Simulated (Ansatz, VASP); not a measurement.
## Au in VASP and in Ansatz

Contents of INCAR:

```
SYSTEM = Au
PREC = Accurate
ENCUT = 520
EDIFF = 1E-7
ISMEAR = -1
SIGMA = 0.05
LREAL = .False.
LASPH = .True.
NELM = 60
ALGO = Normal
ISIF = 2
LWAVE = .False.
LCHARG = .False.
GGA = PS
NBANDS = 18
```

File KPOINTS:

```
regular mesh
0
Gamma
  11 11 6
  0 0 0
```

The input POSCAR:

```
Au
1.0
    1.3922358705     -2.5213891550      0.0000000000
    1.3922358705      2.5213891550      0.0000000000
    0.0000000000      0.0000000000      4.8270375896
Au
2
Direct
    0.3346720300      0.6653279700      0.2500000000
    0.6653279700      0.3346720300      0.7500000000
```

The input input.yaml:

```yaml
crystal:
  lattice:
    - [1.3922358705, -2.521389155, 0.0]
    - [1.3922358705, 2.521389155, 0.0]
    - [0.0, 0.0, 4.8270375896]
  atoms:
    - { symbol: Au, position: [0.33467203, 0.66532797, 0.25] }
    - { symbol: Au, position: [0.66532797, 0.33467203, 0.75] }
hamiltonian:
  xc: pbesol
  pseudopotentials: { kind: paw }
kpoints:
  mp_grid: { grid: [11, 11, 6] }
scf:
  occupations: { method: fermi_dirac, width: 0.05 }
output:
  forces: true
  stress: true
  eigenvalues: true
```

Change from the starting cell: volume scaled by 0.96.

Alike in both runs: task single point; functional PBEsol; k mesh 11 × 11 × 6; occupations fermi-dirac, width 0.05 eV; no spin polarisation.

|  | VASP | Ansatz |
| --- | --- | --- |
| version | VASP 6.6.1 | Ansatz 0.2.0 |
| potentials or method | VASP PAW PBE potentials, release 64 (Au) | Ansatz PAW |
| plane-wave cutoff (eV) | 520 | 420 |
| valence electrons in the cell | 22 | 38 |

```csv
,VASP,Ansatz,Ansatz less VASP
gap on the k mesh at the Fermi level (eV),none,none,-
pressure (GPa),1.0,1.3,+0.30
largest component of the traceless stress (GPa),3.44,3.45,+0.018
rms of the force components (eV/Å),0.020,0.020,+0.0005
```

Atom by atom the forces differ by 0.000 eV/Å (rms over components). A gap of «none» marks a metal or a gap that the smearing closes. The two sets of potentials don't hold the same shells in valence.

Caveats: the PAW data sets were made with another functional, which shifts forces and pressure a little (VASP); the PAW data sets come from PBE, with cores solved anew for the run's functional, which leaves a small shift of forces and pressure (Ansatz). Spin-orbit coupling is left out, which matters for the levels of Au.
